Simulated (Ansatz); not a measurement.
## Structures of SrO: which is lowest?

Plane-wave DFT in Ansatz with scalar-relativistic PAW potentials, cutoff 420 eV, Γ-centred meshes chosen by cell and gap, Gaussian smearing with energies taken to zero width. Every cell was relaxed (cell and atoms) in a run of its own, within the symmetry of its start. Functional: PBE+D3(BJ).

Relaxed structures (starts from databases or built by putting these elements on another compound's sites):
A. P6_3/mmc, 4 atoms in the computed cell, a = 3.540 Å, c = 6.194 Å; sites (symmetry × multiplicity) Sr -6m2 × 2, O -3m. × 2; start: database
B. Fm-3m, 2 atoms in the computed cell, a = 5.149 Å; sites (symmetry × multiplicity) Sr m-3m × 4, O m-3m × 4; start: database
C. P6_3/mmc, 4 atoms in the computed cell, a = 4.255 Å, c = 5.149 Å; sites (symmetry × multiplicity) Sr -6m2 × 2, O -6m2 × 2; start: database

Q: Rank them by energy. Could pressure change the order?

A:
```csv
structure,group,E − E(lowest) (meV/atom),V (Å³/atom),gap on mesh (eV)
B,Fm-3m,0.0,17.07,3.32
A,P6_3/mmc,86,16.81,3.13
C,P6_3/mmc,90,20.18,2.69
```

B is lowest, 86 meV/atom under A. The two lowest differ in volume by under 3 %, too little for a first-order estimate of what pressure does to that pair (other pairs aren't weighed here); with rigid cells even 3 % in favour of the higher one would need about 27 GPa. Other structures may lie lower than all of these, and vibrations aren't counted.

An odd mesh misses points on the zone edge, so a gap read on it can be too wide.